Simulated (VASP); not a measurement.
Write the native input for VASP 6.6.1 that does the following.

```yaml
Task: single point
Functional: r2SCAN
Potentials_or_basis: VASP PAW PBE potentials, release 64 (Se)
Cutoff: 520 eV
k_mesh: 18 × 18 × 18
Occupations: gaussian, width 0.05 eV
Spin: no spin polarisation
Dipole_correction: no
Further_INCAR_settings: ALGO = Normal; EDIFF = 1e-07; NBANDS = 9
```

Crystal: Se.

```
CELL_PARAMETERS angstrom
-1.71647 1.71647 1.71647
1.71647 -1.71647 1.71647
1.71647 1.71647 -1.71647
ATOMIC_POSITIONS crystal
Se 0.00000 0.00000 0.00000
```

This isn't the form of Se at room conditions, which is trigonal, of chains.

One way to write it, as run:

POSCAR

```
Se
1.0
   -1.7164724451      1.7164724451      1.7164724451
    1.7164724451     -1.7164724451      1.7164724451
    1.7164724451      1.7164724451     -1.7164724451
Se
1
Direct
    0.0000000000      0.0000000000      0.0000000000
```

INCAR.step1

```
ALGO = Normal
EDIFF = 1E-4
ENCUT = 520
GGA = PE
ISMEAR = 0
LASPH = True
LCHARG = False
LREAL = False
LWAVE = True
NBANDS = 9
NELM = 100
PREC = Accurate
SIGMA = 0.05
```

INCAR.step2

```
ALGO = Normal
EDIFF = 1E-7
ENCUT = 520
ISIF = 2
ISMEAR = 0
ISTART = 1
LASPH = True
LCHARG = False
LMIXTAU = True
LREAL = False
LWAVE = False
METAGGA = R2SCAN
NBANDS = 9
NELM = 100
PREC = Accurate
SIGMA = 0.05
```

KPOINTS

```
k-points
0
Gamma
  18 18 18
```

Potentials or basis: VASP PAW PBE potentials, release 64 (Se).

The run is started by

```console
$ cat potpaw_PBE.64/Se/POTCAR > POTCAR
$ cp INCAR.step1 INCAR
$ mpirun -np 1 vasp_std > vasp.out
$ cp INCAR.step2 INCAR
$ mpirun -np 1 vasp_std > vasp.out
```

It gave:

```yaml
Pressure: -0.1 GPa
Band_gap_on_the_k_mesh: none (metal or under the smearing width)
```

Caveat: the PAW data sets were made with another functional, which shifts forces and pressure a little.

It took 40 s on 1 thread of Intel(R) Xeon(R) 6975P-C (Granite Rapids), with other jobs on the host, peak memory 0.16 GiB.
